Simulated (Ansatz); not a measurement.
## Nb: do energies and stresses tell the same story?

Method: DFT PBEsol, scalar-relativistic, plane waves, PAW (Ansatz).

Settings: cutoff 420 eV, Γ-centred mesh 18×18×18 on the computed 1-atom cell, Gaussian smearing of 0.10 eV; no spin polarisation.

Relaxed cell: Im-3m, a = 3.272 Å, b = 3.272 Å, c = 3.272 Å, α = 90.00°, β = 90.00°, γ = 90.00°, 1 atom in the primitive cell.

Energies at zero smearing and pressures from the stress tensor, at volumes with shape and atoms relaxed:
```tsv
V (Å³/atom)	E − E(first) (meV/atom)	P (GPa)
16.471	0.00	12.36
16.996	-29.39	5.77
17.522	-38.47	0.00
18.048	-29.78	-5.04
18.573	-5.71	-9.45
```

Problem. Check P = −dE/dV between neighbouring volumes, and get the bulk modulus from the pressures alone.

Solution. With 1 eV/Å³ = 160.2 GPa:
```
middle V (Å³/atom)  −ΔE/ΔV (GPa) mean P (GPa)
            16.734         8.959         9.066
            17.259         2.766         2.883
            17.785        -2.647        -2.524
            18.311        -7.337        -7.247
```

The two differ by 0.12 GPa at most. The mean of two end pressures misses the average over a step by about ΔV² P″/12, up to 0.07 GPa here; with that taken off 0.07 GPa remains. The stress is the derivative of the free energy, not of the energy at zero smearing, and with free energies 0.00 GPa remains. Around V = 17.522 Å³/atom, the two neighbours give B = −V ΔP/ΔV = 17.522 × 10.81 / 1.051 = 180.2 GPa, against B0 = 179.9 GPa from the Birch–Murnaghan fit of the energies.